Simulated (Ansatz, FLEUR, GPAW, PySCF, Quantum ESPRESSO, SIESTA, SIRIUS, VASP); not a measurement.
**SnTe: 8 runs at one level of theory**

```
Te Sn
1.0
     0.00000    3.15085    3.15085
     3.15085    0.00000    3.15085
     3.15085    3.15085    0.00000
Te Sn
1 1
Direct
  0.50000 0.50000 0.50000
  0.00000 0.00000 0.00000
```

Alike in all runs: task equation of state; functional PBEsol; k mesh 7 × 7 × 7; occupations fermi-dirac, width 0.05 eV; no spin polarisation; no spin-orbit coupling.

```tsv
program and potentials	plane-wave cutoff (eV)	notes	equilibrium volume (Å³/atom)	bulk modulus (GPa)
FLEUR, all-electron, FLAPW	-	-	31.04	46.8
Ansatz, all-electron LAPW, scalar-relativistic	-	-	31.03	46.8
Quantum ESPRESSO, GBRV 1.5 PBEsol	925	-	30.93	47.0
GPAW, PAW data sets generated for this functional	600	-	30.85	47.1
PySCF, DZVP-MOLOPT-SR/GTH-PBE (potentials made for PBE)	-	atomic basis; potentials made for PBE	32.54	44.1
VASP, PBE PAW files Sn_d, Te, 520 eV	520	potentials made for PBE	?	?
SIESTA, files PseudoDojo sr-pbesol-0.4.1-standard, DZP (energy shift 0.003 Ry; two zetas on semicore shells)	-	atomic basis	31.50	47.1
SIRIUS, PseudoDojo 0.4.1 PBEsol standard (scalar relativistic)	1102	-	31.08	47.0
```

Q: Estimate from the other rows what the run with VASP, PBE PAW files Sn_d, Te, 520 eV gave.

A: Equilibrium volume 31.05 Å³/atom; bulk modulus 46.9 GPa. The other rows, which needn't bracket it: equilibrium volume 30.85 to 32.54; bulk modulus 44.1 to 47.1.
